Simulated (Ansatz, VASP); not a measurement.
**Two plane-wave programs on ZrB**

```
Zr B
1.0
     0.00000    2.52881    2.37987
     2.52881    0.00000    2.37987
     2.52881    2.52881    0.00000
Zr B
1 1
Direct
  0.00000 0.00000 0.00000
  0.50000 0.50000 0.50000
```

Alike in both runs: task single point; functional LDA; k mesh 18 × 18 × 18; occupations gaussian, width 0.15 eV; no spin polarisation.

```csv
,VASP,Ansatz
version,VASP 6.6.1,Ansatz 0.2.0
potentials or method,"VASP PAW LDA potentials, release 64 (Zr_sv, B)","scalar-relativistic, plane waves, PAW"
plane-wave cutoff (eV),520,520
valence electrons in the cell,15,15
```

Ansatz gave:

- gap on the k mesh at the Fermi level (eV): none
- pressure (GPa): -10.8
- largest component of the traceless stress (GPa): 10.65

Question: What did VASP give for the same quantities?

Answer: gap on the k mesh at the Fermi level (eV): none; pressure (GPa): -10.5; largest component of the traceless stress (GPa): 10.71.

A gap of «none» marks a metal or a gap that the smearing closes.
